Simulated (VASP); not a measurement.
# GaAs (F-43m) in VASP: further runs

Runs on GaAs. Level: PBE. Tasks: G0W0 quasiparticle levels.

Program: VASP 6.6.1. These are calculated values, not measurements. Logs are shortened: lines on timing, memory, paths and dates and some standing lists are left out, and cuts for length are marked.

**1. The crystal as given**

Symmetry: F-43m, No. 216, cubic system. The conventional cell has a = 5.654 Å, b = 5.654 Å, c = 5.654 Å, α = 90.00°, β = 90.00°, γ = 90.00°. As (site symmetry -43m) has 4 Ga at 2.45 Å as nearest neighbours. Ga (site symmetry -43m) has 4 As at 2.45 Å as nearest neighbours.

**2. G0W0 quasiparticle levels, PBE**

POSCAR

```
GaAs
1.0
    0.0000000000      2.8268500000      2.8268500000
    2.8268500000      0.0000000000      2.8268500000
    2.8268500000      2.8268500000      0.0000000000
As Ga
1 1
Direct
    0.7500000000      0.7500000000      0.7500000000
    0.0000000000      0.0000000000      0.0000000000
```

INCAR.step1

```
PREC = Accurate ; ENCUT = 450
EDIFF = 1E-8 ; ISMEAR = 0
SIGMA = 0.01 ; LREAL = F
LASPH = T ; NELM = 60
ALGO = Normal ; LWAVE = T
LCHARG = F ; GGA = PE
```

INCAR.step2

```
PREC = Accurate ; ENCUT = 450
EDIFF = 1E-8 ; ISMEAR = 0
SIGMA = 0.01 ; LREAL = F
LASPH = T ; NELM = 1
ALGO = Exact ; LWAVE = T
LCHARG = F ; GGA = PE
NBANDS = 63 ; LOPTICS = T
ISTART = 1
```

INCAR.step3

```
PREC = Accurate ; ENCUT = 450
EDIFF = 1E-8 ; ISMEAR = 0
SIGMA = 0.01 ; LREAL = F
LASPH = T ; ALGO = EVGW0
LWAVE = F ; LCHARG = F
GGA = PE ; NELMGW = 1
NBANDS = 63 ; ENCUTGW = 75
NOMEGA = 48 ; PRECFOCK = Fast
ISTART = 1 ; NBANDSGW = 17
```

KPOINTS

```
regular mesh
0
Gamma
  3 3 3
```

Potentials or basis: VASP PAW PBE potentials, release 64 (As_GW, Ga_d_GW).

Run with:

```
$ cat potpaw_PBE.64/As_GW/POTCAR potpaw_PBE.64/Ga_d_GW/POTCAR > POTCAR
$ cp INCAR.step1 INCAR
$ mpirun -np 1 vasp_std > vasp.out
$ cp INCAR.step2 INCAR
$ mpirun -np 1 vasp_std > vasp.out
$ cp INCAR.step3 INCAR
$ mpirun -np 1 vasp_std > vasp.out
```

OUTCAR:

```text
PREC = Accurate
   ENCUT = 450
   EDIFF = 1E-8
   ISMEAR = 0
   LREAL = F
   LASPH = T
   GGA = PE
   NELMGW = 1
   ENCUTGW = 75
   PRECFOCK = Fast
   ISTART = 1

 Found      4 irreducible k-points:

 Following reciprocal coordinates:
            Coordinates               Weight
  0.000000  0.000000  0.000000      1.000000
  0.333333  0.000000  0.000000      8.000000
  0.333333  0.333333  0.000000      6.000000
 -0.333333  0.333333  0.000000     12.000000
   k-points           NKPTS =      4   k-points in BZ     NKDIM =     27   number of bands    NBANDS=     63
   number of dos      NEDOS =    301   number of ions     NIONS =      2
   total plane-waves  NPLWV =  21952
   dimension x,y,z NGX =    28 NGY =   28 NGZ =   28
   dimension x,y,z NGXF=    56 NGYF=   56 NGZF=   56
   ions per type =               1   1
   NGX,Y,Z   is equivalent  to a cutoff of  11.64, 11.64, 11.64 a.u.
   NGXF,Y,Z  is equivalent  to a cutoff of  23.29, 23.29, 23.29 a.u.
 SYSTEM =  unknown system
   PREC   = accura    normal or accurate (medium, high low for compatibility)
   ISTART =      1    job   : 0-new  1-cont  2-samecut
   ICHARG =      0    charge: 1-file 2-atom 10-const
   ISPIN  =      1    spin polarized calculation?
   LNONCOLLINEAR =      F non collinear calculations
   LSORBIT =      F    spin-orbit coupling
   LASPH  =      T    aspherical Exc in radial PAW
   ENCUT  =  450.0 eV  33.07 Ry    5.75 a.u.   6.91  6.91  6.91*2*pi/ulx,y,z
   NELM   =     60;   NELMIN=  2; NELMDL=  0     # of ELM steps
   EDIFF  = 0.1E-07   stopping-criterion for ELM
   LREAL  =      F    real-space projection
   EDIFFG = 0.1E-06   stopping-criterion for IOM
   NSW    =      0    number of steps for IOM
   IBRION =     -1    ionic relax: 0-MD 1-quasi-New 2-CG
   NFREE  =      0    steps in history (QN), initial steepest desc. (CG)
   ISIF   =      0    stress and relaxation
   ISYM   =      3    0-nonsym 1-usesym 2-fastsym
   POTIM  = 0.5000    time-step for ionic-motion
   TEBEG  =    0.0;   TEEND  =   0.0 temperature during run
   PSTRESS=    0.0 pullay stress
   NELECT =      18.0000    total number of electrons
   NUPDOWN=      -1.0000    fix difference up-down
   EMIN   =  10.00;   EMAX   =-10.00  energy-range for DOS
   EFERMI =   0.00;   METHOD = LEGACY
   ISMEAR =     0;   SIGMA  =   0.01  broadening in eV -4-tet -1-fermi 0-gaus
   EFERMI_NEDOS =   21; number of points for ismear=-14 and -15
   IALGO  =     38    algorithm
   IMIX   =      4    mixing-type and parameters
     AMIX     =   0.40;   BMIX     =  1.00
     AMIX_MAG =   1.60;   BMIX_MAG =  1.00
  volume/ion in A,a.u.               =      22.59       152.44
  Fermi-wavevector in a.u.,A,eV,Ry     =   1.204628  2.276417 19.743799  1.451128
  Thomas-Fermi vector in A             =   2.340347
   LORBIT       =      0    0 simple, 1 ext, 2 COOP (PROOUT), +10 PAW based schemes
   GGA     = PE    functional components
   LHFCALC =     T    Hartree Fock is set to
   PRECFOCK=fast      Normal, Fast or Accurate (Low or Medium for compatibility)
   ENCUT4O =  -1.0   cutoff for four orbital integrals eV
   NKREDX  =     1    reduce k-point grid by
   NKREDY  =     1    reduce k-point grid by
   NKREDZ  =     1    reduce k-point grid by
   AEXX    =    1.0000 exact exchange contribution
   HFSCREEN=    0.0000 screening length (either q_TF or 0.3 A-1)
   HFSCREENC=   0.0000 screening length for correlation (either q_TF or 0.3 A-1)
   ENCUTFOCK=  -1.0 apply spherical cutoff to Coloumb kernel
   IVDW    =     0    specifies the selected vdW correction
   LEPSILON=     F    determine dielectric tensor
   LRPA    =     F    only Hartree local field effects (RPA)
   LRPAFORCE           =     F    calculate RPA forces
   ENCUTGW             =  75.0    cutoff for response function in eV
   ENCUTGWSOFT         =  60.0    soft cutoff for Coulomb kernel in GW response function in eV
   ENCUTLF             =  -1.0    cutoff for local field effects
   NELMGW              =     1    number of iterations in solving QP/BSE equation
   NELMHF              =     1    number of iterations in the inner HF iteration
   NKREDLFX            =     1    NKREDLFY  =   1   NKREDLFZ  =   1
 non-spin polarized calculation
 Gauss-broadening in eV      SIGMA  =   0.01
  energy-cutoff  :      450.00
  volume of cell :       45.18
 maximum number of plane-waves:      1002
  NGX = 16; NGY = 16; NGZ = 16
   NGX = 13   NGY = 13   NGZ = 13
 maximum number of plane-waves:        72
 NGX is ok and might be reduce to    14

 QP shifts <psi_nk| G(iteration)W_0 |psi_nk>: iteration 1
 for sc-GW calculations column KS-energies equals QP-energies in previous step
 and V_xc(KS)=  KS-energies - (<T + V_ion + V_H > + <T+V_H+V_ion>^1  + <V_x>^1)

 k-point   1 :       0.0000    0.0000    0.0000
  band No.  KS-energies  QP-energies   sigma(KS)   V_xc(KS)     V^pw_x(r,r')   Z            occupation Imag(sigma)

      1     -10.9657     -14.0063     -26.1348     -21.7143     -35.0608       0.6878       2.0000       0.3037
      2     -10.9657     -14.0063     -26.1348     -21.7143     -35.0608       0.6878       2.0000       0.3037
      3     -10.9657     -14.0063     -26.1348     -21.7143     -35.0608       0.6878       2.0000       0.3037
      4     -10.8902     -13.9495     -26.2573     -21.8111     -35.1533       0.6881       2.0000       0.2697
      5     -10.8902     -13.9495     -26.2573     -21.8111     -35.1533       0.6881       2.0000       0.2697
      6      -8.7612      -9.0550     -11.5476     -11.1299     -18.0691       0.7034       2.0000       1.1559
[... 9 lines left out ...]
     16      14.0011      14.1247      -9.6541      -9.8151      -4.4893       0.7677       0.0000      -0.3096
     17      15.4490      15.3487      -7.7688      -7.6397      -2.1672       0.7769       0.0000      -0.4706

 k-point   2 :       0.3333    0.0000    0.0000
  band No.  KS-energies  QP-energies   sigma(KS)   V_xc(KS)     V^pw_x(r,r')   Z            occupation Imag(sigma)

      1     -11.0230     -13.9811     -25.7387     -21.4319     -34.6360       0.6869       2.0000       0.3246
      2     -10.9503     -14.0012     -26.1691     -21.7428     -35.0936       0.6892       2.0000       0.3008
      3     -10.9503     -14.0012     -26.1691     -21.7428     -35.0936       0.6892       2.0000       0.3008
      4     -10.8885     -13.9550     -26.2626     -21.8166     -35.1626       0.6897       2.0000       0.2691
      5     -10.8885     -13.9550     -26.2626     -21.8166     -35.1626       0.6897       2.0000       0.2691
      6      -7.6086      -7.9165     -12.1570     -11.7146     -18.3633       0.6960       2.0000       0.9511
[... 9 lines left out ...]
     16      13.5616      13.6179      -9.2121      -9.2856      -3.9861       0.7653       0.0000      -0.3365
     17      17.4296      17.6628      -9.0871      -9.3921      -3.0327       0.7646       0.0000      -0.6725

 k-point   3 :       0.3333    0.3333    0.0000
  band No.  KS-energies  QP-energies   sigma(KS)   V_xc(KS)     V^pw_x(r,r')   Z            occupation Imag(sigma)

      1     -11.0492     -13.9877     -25.6802     -21.3945     -34.5830       0.6857       2.0000       0.3290
      2     -10.9298     -13.9956     -26.2307     -21.7903     -35.1583       0.6904       2.0000       0.2973
      3     -10.9298     -13.9956     -26.2307     -21.7903     -35.1583       0.6904       2.0000       0.2973
      4     -10.9083     -13.9486     -26.1871     -21.7560     -35.0771       0.6861       2.0000       0.2715
      5     -10.8807     -13.9535     -26.2755     -21.8309     -35.1793       0.6914       2.0000       0.2667
      6      -7.1933      -7.4934     -12.2286     -11.7997     -18.2770       0.6998       2.0000       0.8911
[... 9 lines left out ...]
     16      17.0270      17.2084      -8.8371      -9.0753      -2.9007       0.7614       0.0000      -0.6147
     17      19.2177      19.1641      -8.4658      -8.3959      -2.4711       0.7676       0.0000      -0.7780

 k-point   4 :      -0.3333    0.3333    0.0000
  band No.  KS-energies  QP-energies   sigma(KS)   V_xc(KS)     V^pw_x(r,r')   Z            occupation Imag(sigma)

      1     -11.0528     -13.9768     -25.6280     -21.3615     -34.5296       0.6853       2.0000       0.3339
      2     -10.9363     -13.9933     -26.2019     -21.7636     -35.1198       0.6888       2.0000       0.2928
      3     -10.9289     -13.9984     -26.2286     -21.7922     -35.1574       0.6919       2.0000       0.2982
      4     -10.8981     -13.9522     -26.2326     -21.7912     -35.1297       0.6877       2.0000       0.2697
      5     -10.8869     -13.9553     -26.2585     -21.8160     -35.1596       0.6907       2.0000       0.2675
      6      -6.4238      -6.7076     -12.7121     -12.3077     -18.5477       0.7016       2.0000       0.7844
[... 9 lines left out ...]
     16      18.2111      18.3778      -8.7345      -8.9499      -2.7256       0.7738       0.0000      -0.7075
     17      18.6244      18.6478      -8.2381      -8.2679      -2.3578       0.7848       0.0000      -0.7097
```

Run time: 49 s. Hardware: 1 thread of AMD EPYC 7R43 (Zen 3), shared host; peak memory 0.25 GiB.

The run converged, but some of its settings lie outside the range that counts as converged, so its numbers aren't taken as properties of the crystal.

Results:

```yaml
Band_gap_on_the_k_mesh_mean-field_level: 0.49 eV, direct
Quasiparticle_gap: 1.45 eV
Least_direct_quasiparticle_gap: 1.45 eV
```

Caveat: the k mesh is coarse (spacing up to 0.64 Å⁻¹), so the values aren't converged; bands, screening cutoff and mesh are small and nothing is extrapolated, so the quasiparticle values aren't converged.

**3. G0W0 quasiparticle levels, PBE**

POSCAR is that of step 2.

INCAR.step1: that of step 2 with these lines changed.

```diff
@@ -1,2 +1,2 @@
-PREC = Accurate ; ENCUT = 450
+PREC = Accurate ; ENCUT = 350
 EDIFF = 1E-8 ; ISMEAR = 0
```

INCAR.step2: that of step 2 with these lines changed.

```diff
@@ -1,2 +1,2 @@
-PREC = Accurate ; ENCUT = 450
+PREC = Accurate ; ENCUT = 350
 EDIFF = 1E-8 ; ISMEAR = 0
```

INCAR.step3

```
PREC = Accurate ; ENCUT = 350
EDIFF = 1E-8 ; ISMEAR = 0
SIGMA = 0.01 ; LREAL = F
LASPH = T ; ALGO = EVGW0
LWAVE = F ; LCHARG = F
GGA = PE ; NELMGW = 1
NBANDS = 63 ; ENCUTGW = 150
NOMEGA = 48 ; PRECFOCK = Fast
ISTART = 1 ; NBANDSGW = 17
```

KPOINTS is that of step 2.

Potentials or basis: VASP PAW PBE potentials, release 64 (As_GW, Ga_d_GW).

Run with:

```
$ cat potpaw_PBE.64/As_GW/POTCAR potpaw_PBE.64/Ga_d_GW/POTCAR > POTCAR
$ cp INCAR.step1 INCAR
$ mpirun -np 1 vasp_std > vasp.out
$ cp INCAR.step2 INCAR
$ mpirun -np 1 vasp_std > vasp.out
$ cp INCAR.step3 INCAR
$ mpirun -np 1 vasp_std > vasp.out
```

OUTCAR:

```text
PREC = Accurate
   ENCUT = 350
   EDIFF = 1E-8
   ISMEAR = 0
   LREAL = F
   LASPH = T
   GGA = PE
   NELMGW = 1
   ENCUTGW = 150
   PRECFOCK = Fast
   ISTART = 1

 Found      4 irreducible k-points:

 Following reciprocal coordinates:
            Coordinates               Weight
  0.000000  0.000000  0.000000      1.000000
  0.333333  0.000000  0.000000      8.000000
  0.333333  0.333333  0.000000      6.000000
 -0.333333  0.333333  0.000000     12.000000
[... 59 lines left out ...]
   ENCUTGWSOFT         = 120.0    soft cutoff for Coulomb kernel in GW response function in eV
   ENCUTLF             =  -1.0    cutoff for local field effects
   NELMGW              =     1    number of iterations in solving QP/BSE equation
   NELMHF              =     1    number of iterations in the inner HF iteration
   NKREDLFX            =     1    NKREDLFY  =   1   NKREDLFZ  =   1
 non-spin polarized calculation
 Gauss-broadening in eV      SIGMA  =   0.01
  energy-cutoff  :      350.00
  volume of cell :       45.18
 maximum number of plane-waves:       680
  NGX = 14; NGY = 14; NGZ = 14
   NGX = 13   NGY = 13   NGZ = 13
 maximum number of plane-waves:       194

 QP shifts <psi_nk| G(iteration)W_0 |psi_nk>: iteration 1
 for sc-GW calculations column KS-energies equals QP-energies in previous step
 and V_xc(KS)=  KS-energies - (<T + V_ion + V_H > + <T+V_H+V_ion>^1  + <V_x>^1)

 k-point   1 :       0.0000    0.0000    0.0000
  band No.  KS-energies  QP-energies   sigma(KS)   V_xc(KS)     V^pw_x(r,r')   Z            occupation Imag(sigma)

      1     -10.9868     -13.2466     -25.0006     -21.6979     -34.9658       0.6842       2.0000       0.3527
      2     -10.9868     -13.2466     -25.0006     -21.6979     -34.9658       0.6842       2.0000       0.3527
      3     -10.9868     -13.2466     -25.0006     -21.6979     -34.9658       0.6842       2.0000       0.3527
      4     -10.9274     -13.2030     -25.1207     -21.8036     -35.0612       0.6860       2.0000       0.3207
      5     -10.9274     -13.2030     -25.1207     -21.8036     -35.0612       0.6860       2.0000       0.3207
      6      -8.7622      -9.1117     -11.6281     -11.1302     -18.0669       0.7021       2.0000       1.1575
[... 59 lines left out ...]
      3     -10.9737     -13.2432     -25.0859     -21.7897     -35.0720       0.6885       2.0000       0.3487
      4     -10.9422     -13.2042     -25.0901     -21.7843     -35.0329       0.6843       2.0000       0.3207
      5     -10.9299     -13.1949     -25.1174     -21.8118     -35.0666       0.6852       2.0000       0.3188
      6      -6.4262      -6.7462     -12.7558     -12.2993     -18.5303       0.7008       2.0000       0.7820
[... 9 lines left out ...]
     16      18.2101      18.3648      -8.7498      -8.9499      -2.7229       0.7735       0.0000      -0.7133
     17      18.6226      18.6571      -8.2244      -8.2684      -2.3555       0.7849       0.0000      -0.7123
```

OUTCAR.step2:

```text
PREC = Accurate
   ENCUT = 350
   EDIFF = 1E-8
   ISMEAR = 0
   LREAL = F
[... 537 lines left out ...]
     0.00000   299.48242   299.48242   299.48242     0.00000     0.00000    -0.00000
     0.87851   -99.39601   -99.39601   -99.39601     0.00000     0.00000    -0.00000
     1.75703    59.10751    59.10751    59.10751     0.00000     0.00000    -0.00000
     2.63554   -33.41410   -33.41410   -33.41410     0.00000     0.00000    -0.00000
     3.51405    28.58231    28.58231    28.58231     0.00000     0.00000    -0.00000
     4.39257   -36.32502   -36.32502   -36.32502    -0.00000    -0.00000     0.00000
[... 92 lines left out ...]
    86.09432     0.91946     0.91946     0.91946    -0.00000    -0.00000     0.00000
    86.97284     0.92143     0.92143     0.92143    -0.00000    -0.00000     0.00000
```

Run time: 39 s. Hardware: 1 thread of AMD EPYC 7R43 (Zen 3), shared host; peak memory 0.16 GiB.

The run converged, but a check on its numbers failed (symmetry, net force, bounds or a known fault of this set-up), so they aren't taken as properties of the crystal.

Caveat: the k mesh is coarse (spacing up to 0.64 Å⁻¹), so the values aren't converged; the cutoff lies under the usual one of these potentials, so the numbers hold a large basis-set error; bands, screening cutoff and mesh are small and nothing is extrapolated, so the quasiparticle values aren't converged.

(Continued in part 2 of 2.)
